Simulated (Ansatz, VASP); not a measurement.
# KCl in VASP and in Ansatz

```
K Cl
1.0
     0.03156    3.17188    3.17188
     3.17188    0.03156    3.17188
     3.17188    3.17188    0.03156
K Cl
1 1
Direct
  0.00000 0.00000 0.00000
  0.50000 0.50000 0.50000
```

Change from the starting cell: equal xy, yz and zx shear strains of +1 %.

Alike in both runs: task single point; functional PBE; k mesh 7 × 7 × 7; occupations fermi-dirac, width 0.03 eV; no spin polarisation.

|  | VASP | Ansatz |
| --- | --- | --- |
| version | VASP 6.6.1 | Ansatz 0.2.0 |
| potentials or method | VASP PAW PBE potentials, release 64 (K_sv, Cl), cutoff 520 eV | all-electron LAPW, scalar-relativistic |

|  | VASP | Ansatz | Ansatz less VASP |
| --- | --- | --- | --- |
| gap on the k mesh at the Fermi level (eV) | 5.14 | 5.15 | +0.002 |
| pressure (GPa) | 0.6 | 0.6 | -0.02 |
| largest component of the traceless stress (GPa) | 0.07 | 0.07 | +0.001 |

Ansatz ran all-electron here, so the differences hold the error of VASP's frozen core and of both bases.

Caveats: an odd mesh through Γ misses points on the zone boundary, where band edges often lie.
